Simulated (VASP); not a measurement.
# Ir (Fmmm) in VASP: further runs

One crystal, Ir, is run at these levels: PBEsol; tasks: single point, relaxation of cell and atoms.

All numbers are computed with VASP 6.6.1; they aren't measurements. Logs are shortened: lines on timing, memory, paths and dates and some standing lists are left out, and cuts for length are marked.

**1. The structure**

Symmetry: I4/mmm, No. 139, tetragonal system. Conventional cell: a = 2.718 Å, b = 2.718 Å, c = 3.801 Å, α = 90.00°, β = 90.00°, γ = 90.00°. Around Ir (site symmetry 4/mmm) lie 12 Ir at 2.70 to 2.72 Å.

The cell was built by a generator and needn't be a form met in nature.

**2. Single point, PBEsol**

INCAR

```
SYSTEM = Ir
ALGO = Normal
EDIFF = 1E-6
ENCUT = 520
GGA = PS
ISIF = 2
ISMEAR = 0
LASPH = .TRUE.
LCHARG = .TRUE.
LELF = .TRUE.
LREAL = .FALSE.
LVHAR = .TRUE.
LWAVE = .FALSE.
NBANDS = 26
NELM = 100
PREC = Accurate
SIGMA = 0.1
```

KPOINTS

```
k-points
0
G
  6 6 4
  0 0 0
```

POSCAR

```
Ir
1.0
    1.9224680812     -1.9213042698      0.0000000000
    1.9224680812      1.9213042698      0.0000000000
    0.0000000000      0.0000000000      7.6029091665
Ir
4
Direct
    0.7500152848      0.2499847152      0.1249933081
    0.7499847152      0.2500152848      0.6249933081
    0.2499847152      0.7500152848      0.8750066919
    0.2500152848      0.7499847152      0.3750066919
```

Potentials or basis: VASP PAW PBE potentials, release 64 (Ir).

The run is started by

```console
$ cat potpaw_PBE.64/Ir/POTCAR > POTCAR
$ mpirun -np 1 vasp_std > vasp.out
```

OUTCAR:

```text
SYSTEM = Ir
   EDIFF = 1E-6
   ENCUT = 520
   GGA = PS
   ISIF = 2
   ISMEAR = 0
   LASPH = .TRUE.
   LREAL = .FALSE.
   NELM = 100
   PREC = Accurate

 ion  position               nearest neighbor table
   1  0.750  0.250  0.125-   3 2.70   3 2.70   4 2.70   4 2.70   3 2.70   3 2.70   4 2.70   4 2.70

   2  0.750  0.250  0.625-   4 2.70   4 2.70   3 2.70   3 2.70   4 2.70   4 2.70   3 2.70   3 2.70

   3  0.250  0.750  0.875-   1 2.70   1 2.70   2 2.70   2 2.70   1 2.70   1 2.70   2 2.70   2 2.70

   4  0.250  0.750  0.375-   2 2.70   2 2.70   1 2.70   1 2.70   2 2.70   2 2.70   1 2.70   1 2.70

  LATTYP: Found a base centered orthorhombic cell.
 ALAT       =     3.8426085396
 B/A-ratio  =     1.0006057403
 C/A-ratio  =     1.9785801984

  Lattice vectors:

 A1 = (  -1.9224680812,  -1.9213042698,   0.0000000000)
 A2 = (   1.9224680812,  -1.9213042698,   0.0000000000)
 A3 = (   0.0000000000,   0.0000000000,   7.6029091665)

Analysis of symmetry for initial positions (statically):
=====================================================================
 Subroutine PRICEL returns:
 Original cell was already a primitive cell.

 Routine SETGRP: Setting up the symmetry group for a
 base centered orthorhombic supercell.

 Subroutine GETGRP returns: Found  8 space group operations
 (whereof  4 operations were pure point group operations)
 out of a pool of  8 trial point group operations.

The static configuration has the point symmetry C_2h.
 The point group associated with its full space group is D_2h.

Analysis of symmetry for dynamics (positions and initial velocities):
=====================================================================
 Subroutine PRICEL returns:
 Original cell was already a primitive cell.

 Routine SETGRP: Setting up the symmetry group for a
 base centered orthorhombic supercell.

 Subroutine GETGRP returns: Found  8 space group operations
 (whereof  4 operations were pure point group operations)
 out of a pool of  8 trial point group operations.

The dynamic configuration has the point symmetry C_2h.
 The point group associated with its full space group is D_2h.

 Subroutine INISYM returns: Found  8 space group operations
 (whereof  4 operations are pure point group operations),
 and found     1 'primitive' translations

----------------------------------------------------------------------------------------

                                     Primitive cell

  volume of cell :      56.1649

  direct lattice vectors                    reciprocal lattice vectors
     1.922468081 -1.921304270  0.000000000     0.260082341 -0.260239884  0.000000000
     1.922468081  1.921304270  0.000000000     0.260082341  0.260239884  0.000000000
     0.000000000  0.000000000  7.602909166     0.000000000  0.000000000  0.131528600

  length of vectors
     2.717957619  2.717957619  7.602909166     0.367923391  0.367923391  0.131528600

  position of ions in fractional coordinates (direct lattice)
     0.750015285  0.249984715  0.124993308
     0.749984715  0.250015285  0.624993308
     0.249984715  0.750015285  0.875006692
     0.250015285  0.749984715  0.375006692

  ion indices of the primitive-cell ions
   primitive index   ion index
                 1           1
                 2           2
                 3           3
                 4           4

----------------------------------------------------------------------------------------

 KPOINTS: k-points

Automatic generation of k-mesh.
 Grid dimensions read from file:
 generate k-points for:    6    6    4

 Generating k-lattice:

  Cartesian coordinates                     Fractional coordinates (reciprocal lattice)
     0.043347057 -0.043373314  0.000000000     0.166666667  0.000000000  0.000000000
     0.043347057  0.043373314  0.000000000     0.000000000  0.166666667  0.000000000
     0.000000000  0.000000000  0.032882150     0.000000000  0.000000000  0.250000000

  Length of vectors
     0.061320565  0.061320565  0.032882150

  Shift w.r.t. Gamma in fractional coordinates (k-lattice)
     0.000000000  0.000000000  0.000000000

 Subroutine IBZKPT returns following result:
 ===========================================

 Found     39 irreducible k-points:

 Following reciprocal coordinates:
            Coordinates               Weight
  0.000000  0.000000  0.000000      1.000000
  0.166667  0.000000  0.000000      4.000000
  0.333333 -0.000000  0.000000      4.000000
  0.500000  0.000000  0.000000      2.000000
  0.166667  0.166667  0.000000      2.000000
  0.333333  0.166667  0.000000      4.000000
[... 16 lines left out ...]
  0.333333  0.333333  0.250000      4.000000
  0.500000  0.333333  0.250000      8.000000
 [... further k-points ...]
   k-points           NKPTS =     39   k-points in BZ     NKDIM =     39   number of bands    NBANDS=     26
   number of dos      NEDOS =    301   number of ions     NIONS =      4
   total plane-waves  NPLWV =  24000
   dimension x,y,z NGX =    20 NGY =   20 NGZ =   60
   dimension x,y,z NGXF=    40 NGYF=   40 NGZF=  120
   ions per type =               4
   NGX,Y,Z   is equivalent  to a cutoff of  12.23, 12.23, 13.12 a.u.
   NGXF,Y,Z  is equivalent  to a cutoff of  24.47, 24.47, 26.24 a.u.
 SYSTEM =  Ir
   PREC   = accura    normal or accurate (medium, high low for compatibility)
   ISTART =      0    job   : 0-new  1-cont  2-samecut
   ICHARG =      2    charge: 1-file 2-atom 10-const
   ISPIN  =      1    spin polarized calculation?
   LNONCOLLINEAR =      F non collinear calculations
   LSORBIT =      F    spin-orbit coupling
   LASPH  =      T    aspherical Exc in radial PAW
   ENCUT  =  520.0 eV  38.22 Ry    6.18 a.u.   5.05  5.05 14.14*2*pi/ulx,y,z
   NELM   =    100;   NELMIN=  2; NELMDL= -5     # of ELM steps
   EDIFF  = 0.1E-05   stopping-criterion for ELM
   LREAL  =      F    real-space projection
   EDIFFG = 0.1E-04   stopping-criterion for IOM
   NSW    =      0    number of steps for IOM
   IBRION =     -1    ionic relax: 0-MD 1-quasi-New 2-CG
   NFREE  =      0    steps in history (QN), initial steepest desc. (CG)
   ISIF   =      2    stress and relaxation
   ISYM   =      2    0-nonsym 1-usesym 2-fastsym
   POTIM  = 0.5000    time-step for ionic-motion
   TEBEG  =    0.0;   TEEND  =   0.0 temperature during run
   PSTRESS=    0.0 pullay stress
   NELECT =      36.0000    total number of electrons
   NUPDOWN=      -1.0000    fix difference up-down
   EMIN   =  10.00;   EMAX   =-10.00  energy-range for DOS
   EFERMI =   0.00;   METHOD = LEGACY
   ISMEAR =     0;   SIGMA  =   0.10  broadening in eV -4-tet -1-fermi 0-gaus
   EFERMI_NEDOS =   21; number of points for ismear=-14 and -15
   IALGO  =     38    algorithm
   IMIX   =      4    mixing-type and parameters
     AMIX     =   0.40;   BMIX     =  1.00
     AMIX_MAG =   1.60;   BMIX_MAG =  1.00
  volume/ion in A,a.u.               =      14.04        94.75
  Fermi-wavevector in a.u.,A,eV,Ry     =   1.411521  2.667388 27.108127  1.992391
  Thomas-Fermi vector in A             =   2.533364
   LORBIT       =      0    0 simple, 1 ext, 2 COOP (PROOUT), +10 PAW based schemes
   GGA     = PS    functional components
   LHFCALC =     F    Hartree Fock is set to
   AEXX    =    0.0000 exact exchange contribution
   IVDW    =     0    specifies the selected vdW correction
   LEPSILON=     F    determine dielectric tensor
   LRPA    =     F    only Hartree local field effects (RPA)
 non-spin polarized calculation
 Gauss-broadening in eV      SIGMA  =   0.10
  energy-cutoff  :      520.00
  volume of cell :       56.16
 maximum number of plane-waves:      1530
   NGX = 11   NGY = 11   NGZ = 29

 number of electron      35.9999995 magnetization

 Free energy of the ion-electron system (eV)
  ---------------------------------------------------
  ext. energy  EPLUGINS =         0.00000000
  ---------------------------------------------------
  free energy    TOTEN  =       -39.27262031 eV

  energy without entropy =      -39.25989168  energy(sigma->0) =      -39.26625600

 E-fermi :  10.2686     XC(G=0): -14.1473

 val. band max:       10.2568834303   @ k =  -0.3333   0.3333   0.2500
 cond. band min:      10.2911061458   @ k =   0.1667   0.0000   0.0000
 fundamental gap:      0.0342227155
 Fermi energy:        10.2685554481

 k-point     1 :       0.0000    0.0000    0.0000
  band No.  band energies     occupation
      1      -0.8944      2.00000
      2       2.1508      2.00000
      3       2.1512      2.00000
      4       2.3513      2.00000
      5       2.9465      2.00000
      6       4.4881      2.00000
[... 18 lines left out ...]
     25      21.1344      0.00000
     26      21.9323      0.00000

 k-point     2 :       0.1667    0.0000    0.0000
  band No.  band energies     occupation
      1      -0.0964      2.00000
      2       2.5334      2.00000
      3       2.5337      2.00000
      4       2.8718      2.00000
      5       3.5617      2.00000
      6       4.9439      2.00000
[... 18 lines left out ...]
     25      18.3032      0.00000
     26      22.4351      0.00000

 k-point     3 :       0.3333   -0.0000    0.0000
  band No.  band energies     occupation
      1       1.9016      2.00000
      2       2.4062      2.00000
      3       2.4063      2.00000
      4       3.8471      2.00000
      5       4.9331      2.00000
      6       5.3152      2.00000
[... 18 lines left out ...]
     25      19.8647      0.00000
     26      19.8649      0.00000

 k-point     4 :       0.5000    0.0000    0.0000
  band No.  band energies     occupation
      1       2.1540      2.00000
      2       2.1540      2.00000
      3       3.9304      2.00000
      4       3.9304      2.00000
      5       5.3586      2.00000
      6       5.3586      2.00000
[... 18 lines left out ...]
     25      17.6775      0.00000
     26      17.6775      0.00000
[... 496 lines left out ...]
      1       0.8436      2.00000
      2       2.2165      2.00000
      3       3.5833      2.00000
      4       3.9203      2.00000
      5       4.1355      2.00000
      6       4.6381      2.00000
[... 18 lines left out ...]
     25      19.8726      0.00000
     26      21.5282      0.00000

 k-point    23 :       0.3333    0.3333    0.2500
  band No.  band energies     occupation
      1       2.9210      2.00000
      2       3.4693      2.00000
      3       3.7404      2.00000
      4       3.9426      2.00000
      5       4.2393      2.00000
      6       4.2688      2.00000
[... 18 lines left out ...]
     25      17.7410      0.00000
     26      20.8819      0.00000

 k-point    24 :       0.5000    0.3333    0.2500
  band No.  band energies     occupation
      1       2.9240      2.00000
      2       2.9248      2.00000
      3       3.5801      2.00000
      4       3.5808      2.00000
      5       3.8085      2.00000
      6       3.8087      2.00000
[... 18 lines left out ...]
     25      17.7176      0.00000
     26      17.7256      0.00000

 [... further k-points ...]

------------------------ aborting loop because EDIFF is reached ----------------------------------------

  FORCE on cell =-STRESS in cart. coord.  units (eV):
  Direction    XX          YY          ZZ          XY          YZ          ZX
  --------------------------------------------------------------------------------------
  -------------------------------------------------------------------------------------
  Total        0.3500009      0.4388988      0.3857128      0.0000000     -0.0000000      0.0000000
  in kB        9.9842330     12.5201613     11.0029592      0.0000000     -0.0000000      0.0000000
  external PRESSURE =      11.1691178 kB  Pullay stress =       0.0000000 kB

 VOLUME and BASIS-vectors are now :
 -----------------------------------------------------------------------------
  energy-cutoff  :      520.00
  volume of cell :       56.16
      direct lattice vectors                 reciprocal lattice vectors
     1.922468081 -1.921304270  0.000000000     0.260082341 -0.260239884  0.000000000
     1.922468081  1.921304270  0.000000000     0.260082341  0.260239884  0.000000000
     0.000000000  0.000000000  7.602909166     0.000000000  0.000000000  0.131528600

 POSITION                                       TOTAL-FORCE (eV/Angst)
 -----------------------------------------------------------------------------------
      1.92247     -0.96071      0.95031         0.000000      0.000622      0.001229
      1.92247     -0.96059      4.75177         0.000000     -0.000622      0.001229
      1.92247      0.96071      6.65260         0.000000     -0.000622     -0.001229
      1.92247      0.96059      2.85114         0.000000      0.000622     -0.001229
 -----------------------------------------------------------------------------------
    total drift:                                0.000000      0.000000     -0.000000

  FREE ENERGIE OF THE ION-ELECTRON SYSTEM (eV)
  ---------------------------------------------------
  free  energy   TOTEN  =       -39.2726203144 eV

  energy  without entropy=      -39.2598916847  energy(sigma->0) =      -39.26625600
```

Wall time 17 s (1 thread of Intel Xeon 6975P-C (Granite Rapids), shared host); peak memory 0.18 GiB.

What came out:

- Free energy: -39.2726 eV
- Pressure: 1.1 GPa
- Band gap on the k mesh: none (metal or under the smearing width)

Caveat: the k mesh is coarse (spacing up to 0.39 Å⁻¹), so the values aren't converged; the PAW data sets were made with another functional, which shifts forces and pressure a little.

**3. Relaxation of cell and atoms, PBEsol**

This run uses another cell than the first one, of 15.01 Å³/atom, 1.069 times its volume.

INCAR

```
SYSTEM = Ir
ALGO     = Normal         ! electronic algorithm
EDIFF    = 1E-6           ! SCF threshold, eV
EDIFFG   = -0.04          ! ionic threshold
ENCUT    = 600            ! plane-wave cutoff, eV
GGA      = PS             ! functional
IBRION   = 2              ! ionic algorithm
ISIF     = 3              ! what is computed and relaxed
ISMEAR   = 0              ! smearing method
LASPH    = .True.         ! aspherical terms in the spheres
LCHARG   = .False.        ! write CHGCAR
LREAL    = .False.        ! projectors in reciprocal space
LWAVE    = .False.        ! write WAVECAR
NELM     = 100            ! most SCF steps
NSW      = 90             ! ionic steps
PREC     = Accurate       ! precision mode
SIGMA    = 0.1            ! smearing width, eV
```

KPOINTS

```
k-points
0
Gamma
  6 6 4
  0 0 0
```

POSCAR

```
Ir
1.0
    2.5637447771     -1.6944391738      0.0000000000
    2.5637447771      1.6944391738      0.0000000000
    0.0000000000      0.0000000000      6.9120396747
Ir
4
Direct
    0.8500000000      0.1500000000      0.1170000000
    0.6500000000      0.3500000000      0.6170000000
    0.1500000000      0.8500000000      0.8830000000
    0.3500000000      0.6500000000      0.3830000000
```

Potentials or basis: VASP PAW PBE potentials, release 64 (Ir).

The run is started by

```console
$ cat potpaw_PBE.64/Ir/POTCAR > POTCAR
$ mpirun -np 1 vasp_std > vasp.out
```

Wall time 16 min (1 thread of Intel Xeon 6975P-C (Granite Rapids), shared host); peak memory 0.25 GiB.

The run converged. Its results:

| Property | Result |
| --- | --- |
| Free energy | -39.2717 eV |
| Relaxed volume | 14.10 Å³/atom |
| Relaxed cell | a = 2.721 Å, b = 2.721 Å, c = 7.613 Å, α = 90.00°, β = 90.00°, γ = 89.99° |
| Space group after relaxing (to 0.05 Å) | I4/mmm (No. 139) |
| Energy gained by relaxing | 3040.6 meV/atom |
| Ionic steps | 59 |
| Pressure after relaxing | -0.3 GPa |
| Largest force after relaxing | 0.027 eV/Å |
| Band gap on the k mesh | none (metal or under the smearing width) |

Forces on the atoms (eV/Å):
```
Ir   0.000  0.023 -0.014
Ir   0.000 -0.023 -0.014
Ir   0.000 -0.023  0.014
Ir   0.000  0.023  0.014
```

Stress tensor (GPa, compression positive):
```
-0.24  0.00  0.00
 0.00 -0.36  0.00
 0.00  0.00 -0.45
```

Step by step:
| step | energy change (eV) | largest force (eV/Å) | pressure (GPa) | volume (Å³) |
| --- | --- | --- | --- | --- |
| 1 | 0.0000 | 16.6859 | 71.30 | 60.05 |
| 3 | -3.7989 | 0.4869 | -6.14 | 127.34 |
| 5 | -4.0543 | 0.5159 | 0.70 | 121.41 |
| 7 | -4.0911 | 0.1533 | -1.61 | 121.38 |
| 9 | -4.1392 | 0.3492 | -0.40 | 119.74 |
| 11 | -4.3275 | 0.8624 | 2.09 | 106.40 |
| 13 | -6.3883 | 8.9028 | 48.14 | 62.72 |
| 15 | 9.8152 | 22.5432 | 202.61 | 61.58 |
| 17 | 9.1367 | 21.9504 | 195.75 | 61.92 |
| 19 | 6.3273 | 19.4447 | 166.73 | 63.48 |
| 21 | -1.4789 | 11.2219 | 77.66 | 69.96 |
| 23 | -5.8433 | 2.5067 | -1.80 | 81.84 |
| 25 | -5.8756 | 1.7585 | -7.82 | 83.53 |
| 27 | -5.9889 | 1.9055 | -7.99 | 82.65 |
| 29 | -6.5639 | 2.5291 | -8.62 | 78.75 |
| 31 | -9.3593 | 3.9111 | -2.42 | 64.31 |
| 33 | -9.8544 | 5.5291 | 16.17 | 59.09 |
| 35 | -10.3538 | 4.4177 | 46.88 | 53.03 |
| 37 | -10.3893 | 2.3070 | 59.09 | 51.16 |
| 39 | -10.6090 | 2.8315 | 48.19 | 52.32 |
| 41 | -11.4019 | 1.8047 | 16.84 | 55.28 |
| 43 | -11.6229 | 1.1271 | -6.02 | 58.29 |
| 45 | -11.6538 | 1.1366 | -5.02 | 58.07 |
| 47 | -11.8518 | 0.9601 | -2.01 | 57.21 |
| 49 | -11.8935 | 0.8434 | 0.91 | 56.63 |
| 51 | -12.0362 | 0.6180 | -0.79 | 56.63 |
| 53 | -12.1529 | 0.3008 | 2.41 | 56.00 |
| 55 | -12.1577 | 0.0688 | -2.47 | 56.70 |
| 57 | -12.1623 | 0.0399 | 0.17 | 56.30 |
| 59 | -12.1625 | 0.0267 | -0.35 | 56.38 |

Final structure:
```
Ir
1.0
     1.92439   -1.92421    0.00000
     1.92439    1.92421    0.00000
     0.00000    0.00000    7.61324
Ir
4
Direct
  0.75057 0.24943 0.12508
  0.74943 0.25057 0.62508
  0.24943 0.75057 0.87492
  0.25057 0.74943 0.37492
```

Levels at points of the mesh, in eV from the Fermi level:
```tsv
k point	band 15	band 16	band 17	band 18	band 19	band 20	band 21	band 22
(0.00, 0.00, 0.00)	-1.86	-1.85	-1.18	-1.01	-0.18	-0.17	0.99	1.58
(0.50, 0.00, 0.00)	-1.34	-1.34	-0.72	-0.72	0.97	0.97	1.05	1.05
(0.50, 0.50, 0.00)	1.55	1.55	1.56	1.56	1.64	1.64	1.68	1.69
(0.00, 0.00, 0.50)	-0.91	-0.91	-0.90	-0.90	0.27	0.27	0.27	0.27
(0.50, 0.00, 0.50)	-2.90	-2.90	0.11	0.11	0.12	0.12	2.44	2.44
(0.50, 0.50, 0.50)	-0.19	-0.19	1.55	1.55	1.55	1.55	5.64	5.64
```

Caveat: the k mesh is coarse (spacing up to 0.37 Å⁻¹), so the values aren't converged; the PAW data sets were made with another functional, which shifts forces and pressure a little.
